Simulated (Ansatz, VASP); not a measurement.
WC (Qusongite): VASP beside Ansatz

```
W C
1.0
     2.90650    0.00000    0.00000
    -1.45325    2.51710    0.00000
     0.00000    0.00000    2.83660
W C
1 1
Direct
  0.00000 0.00000 0.00000
  0.66667 0.33333 0.50000
```

Alike in both runs: task single point; functional PBE; k mesh 10 × 10 × 9; occupations gaussian, width 0.011 eV; no spin polarisation.

|  | VASP | Ansatz |
| --- | --- | --- |
| version | VASP 6.6.1 | Ansatz 0.2.0 |
| potentials or method | VASP PAW PBE potentials, release 64 (W_sv, C) | Ansatz PAW |
| plane-wave cutoff (eV) | 520 | 420 |
| valence electrons in the cell | 18 | 18 |

```csv
,VASP,Ansatz,Ansatz less VASP
gap on the k mesh at the Fermi level (eV),none,none,-
pressure (GPa),6.7,5.6,-1.13
largest component of the traceless stress (GPa),0.42,0.60,+0.179
```

A gap of «none» marks a metal or a gap that the smearing closes.

Caveats: the pressure holds a Pulay correction of +0.3 GPa for the finite cutoff (Ansatz). Spin-orbit coupling is left out, which matters for the levels of W.
